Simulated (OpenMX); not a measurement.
Crystal: Ti.

```xyz
1
Lattice="0.0000 2.0300 2.0300 2.0300 0.0000 2.0300 2.0300 2.0300 0.0000" Properties=species:S:1:pos:R:3 pbc="T T T"
Ti    0.0000    0.0000    0.0000
```

This isn't the form of Ti at room conditions, which is hcp.

- Program: OpenMX 3.8.5
- Task: single point
- Functional: PBE
- Potentials or basis: OpenMX 2013 PBE set, Ti7.0-s3p2d2, grid cutoff 400 Ry
- k mesh: 11 × 11 × 11
- Occupations: fermi-dirac, width 0.05 eV
- Spin: no spin polarisation

On this cell: pressure 3.8 GPa; band gap on the k mesh none (metal or under the smearing width).

The same run follows on a disturbed copy (cell strained at random at fixed volume):

```xyz
1
Lattice="0.0218 1.9987 2.0313 2.0065 0.0030 2.0501 2.0395 2.0505 -0.0301" Properties=species:S:1:pos:R:3 pbc="T T T"
Ti    0.0208   -0.0177   -0.0242
```

**Question.** What does the disturbed cell give?

**Answer.** The energy (extrapolated to zero smearing) moves by +6.6 meV/atom; pressure 3.9 GPa; band gap on the k mesh none (metal or under the smearing width).

Caveats: the basis of atomic orbitals isn't converged, which shifts pressures, moduli and gaps.
